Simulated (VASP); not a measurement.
CdS (Hawleyite): band structure with PBE

CdS (Hawleyite):

```
CELL_PARAMETERS angstrom
0.00000 2.91764 2.91764
2.91764 0.00000 2.91764
2.91764 2.91764 0.00000
ATOMIC_POSITIONS crystal
Cd 0.00000 0.00000 0.00000
S 0.25000 0.25000 0.25000
```

| Property | Result |
| --- | --- |
| Program | VASP 6.6.1 |
| Task | band structure |
| Functional | PBE |
| Potentials or basis | VASP PAW PBE potentials, release 64 (Cd, S) |
| Cutoff | 520 eV |
| k mesh | 8 × 8 × 8 |
| Occupations | gaussian, width 0.03 eV |
| Spin | no spin polarisation |
| Further INCAR settings | ALGO = Normal; EDIFF = 1e-06; NBANDS = 16 |

```json
{"Pressure": "3.1 GPa", "Band gap on the k mesh": "1.15 eV, direct", "Band gap along the path": "1.15 eV, direct"}
```

Levels at the corners of the path, in eV from the valence-band top:
| point | band 5 | band 6 | band 7 | band 8 | band 9 | band 10 | band 11 | band 12 | band 13 | band 14 |
| --- | --- | --- | --- | --- | --- | --- | --- | --- | --- | --- |
| Γ | -7.25 | -7.25 | 0.00 | 0.00 | 0.00 | 1.15 | 6.55 | 6.55 | 6.55 | 11.43 |
| X | -7.16 | -6.80 | -3.95 | -1.88 | -1.88 | 3.56 | 4.35 | 9.23 | 10.77 | 10.77 |
| X | -7.16 | -6.80 | -3.95 | -1.88 | -1.88 | 3.56 | 4.35 | 9.23 | 10.77 | 10.77 |
| W | -7.24 | -6.62 | -3.89 | -2.26 | -2.19 | 5.43 | 5.44 | 7.25 | 8.07 | 11.09 |
| W | -7.24 | -6.62 | -3.89 | -2.26 | -2.19 | 5.43 | 5.44 | 7.25 | 8.07 | 11.09 |
| K | -7.20 | -6.67 | -3.93 | -2.53 | -1.52 | 4.24 | 5.45 | 8.51 | 9.06 | 9.58 |
| K | -7.20 | -6.67 | -3.93 | -2.53 | -1.52 | 4.24 | 5.45 | 8.51 | 9.06 | 9.58 |
| Γ | -7.25 | -7.25 | 0.00 | 0.00 | 0.00 | 1.15 | 6.55 | 6.55 | 6.55 | 11.43 |
| Γ | -7.25 | -7.25 | 0.00 | 0.00 | 0.00 | 1.15 | 6.55 | 6.55 | 6.55 | 11.43 |
| L | -7.21 | -6.87 | -4.40 | -0.75 | -0.75 | 3.01 | 7.01 | 7.01 | 7.48 | 11.09 |
| L | -7.21 | -6.87 | -4.40 | -0.75 | -0.75 | 3.01 | 7.01 | 7.01 | 7.48 | 11.09 |
| U | -7.20 | -6.67 | -3.93 | -2.53 | -1.52 | 4.24 | 5.45 | 8.51 | 9.06 | 9.58 |
| U | -7.20 | -6.67 | -3.93 | -2.53 | -1.52 | 4.24 | 5.45 | 8.51 | 9.06 | 9.58 |
| W | -7.24 | -6.62 | -3.89 | -2.26 | -2.19 | 5.43 | 5.44 | 7.25 | 8.07 | 11.09 |
| W | -7.24 | -6.62 | -3.89 | -2.26 | -2.19 | 5.43 | 5.44 | 7.25 | 8.07 | 11.09 |
| L | -7.21 | -6.87 | -4.40 | -0.75 | -0.75 | 3.01 | 7.01 | 7.01 | 7.48 | 11.09 |
| L | -7.21 | -6.87 | -4.40 | -0.75 | -0.75 | 3.01 | 7.01 | 7.01 | 7.48 | 11.09 |
| K | -7.20 | -6.67 | -3.93 | -2.53 | -1.52 | 4.24 | 5.45 | 8.51 | 9.06 | 9.58 |
| U | -7.20 | -6.67 | -3.93 | -2.53 | -1.52 | 4.24 | 5.45 | 8.51 | 9.06 | 9.58 |
| X | -7.16 | -6.80 | -3.95 | -1.88 | -1.88 | 3.56 | 4.35 | 9.23 | 10.77 | 10.77 |

It took 44 s on 1 thread of Intel(R) Xeon(R) 6975P-C (Granite Rapids), on a shared host, peak memory 0.18 GiB.

As with any semilocal functional, this PBE gap is likely too small.
